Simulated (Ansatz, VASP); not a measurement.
NbAs in VASP and in Ansatz

```
CELL_PARAMETERS angstrom
0.00000 2.63760 2.63760
2.63760 0.00000 2.63760
2.63760 2.63760 0.00000
ATOMIC_POSITIONS crystal
Nb 0.00000 0.00000 0.00000
As 0.50000 0.50000 0.50000
```

Alike in both runs: functional PBE; k mesh 11 × 11 × 11; occupations fermi-dirac, width 0.05 eV; no spin polarisation.

Ansatz relaxed the structure, and its values are those at the end. VASP's run is a single point on that final structure, the one shown.

|  | VASP | Ansatz |
| --- | --- | --- |
| version | VASP 6.6.1 | Ansatz 0.2.0 |
| potentials or method | VASP PAW PBE potentials, release 64 (Nb_sv, As) | PAW with Ansatz's default frozen-core files, scalar-relativistic |
| plane-wave cutoff (eV) | 520 | 420 |
| valence electrons in the cell | 18 | 28 |

```csv
,VASP,Ansatz,Ansatz less VASP
pressure (GPa),0.0,0.0,-0.02
```

The two sets of potentials don't hold the same shells in valence.
